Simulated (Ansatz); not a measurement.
## Ca: enthalpy against pressure

Ca, I4/mmm, a = 4.391 Å, c = 4.370 Å. This isn't the element's structure at ambient conditions. Ansatz: PBE, PAW, 420 eV, Γ-centred 14×14×14 mesh on 1 atom, Gaussian smearing 0.10 eV; no spin polarisation. Cell and atoms are relaxed at each pressure, and no other structure is tried, so the rows at high pressure may lie past a change of phase. y is the enthalpy over the state at zero pressure; there V0 = 42.134 Å³/atom. The pressures are the targets, met within 0.03 GPa.

```tsv
P (GPa)	y (eV/atom)
-1.0	-0.2717
0.0	0.0000
1.0	0.2553
4.0	0.9502
12.0	2.5118
25.0	4.5810
50.0	?
90.0	11.6467
```

Problem. Fit y = c1 P + c2 P² + c3 P³ to the other rows, say what c1 and c2 mean, and predict the missing value.

Solution. Least squares on the rows shown. y = 0.24235 P − 0.0028032 P² + 1.7203×10⁻⁵ P³. Since dH/dP = V, c1 is V0: 0.24235 eV/GPa × 160.2 = 38.824 Å³ against 42.134; c2 = −V0/(2B0) gives B0 = 43 GPa, where a Birch–Murnaghan fit to the volumes of the same runs (not shown) gives 16.2 GPa. The volume falls by 68 % over the range, most steeply at the start, which a cubic can't follow: here c1 isn't V0 and c2 doesn't give B0. Above P = −c2/(3 c3) = 54 GPa the cubic's slope, the volume, would rise with pressure, so the form fails there. With a term in P⁴ added, the coefficient of P becomes 0.2584, 7 % more, which shows how far this figure hangs on the form. At P = 50.0 the fit asked for gives 7.2599 eV/atom. The run gave 7.7409 eV/atom, so the fit is 0.4810 eV/atom too low, 4 % of the span of the series, against an rms of 0.0187 eV/atom on the fitted rows. With a term in P⁴ added, a fit to the same known rows predicts 8.8332 eV/atom, which misses by about as much or more on the other side: the known rows don't fix the higher terms.

The mesh isn't the same in all rows (14×14×14, 16×16×16, 18×18×18).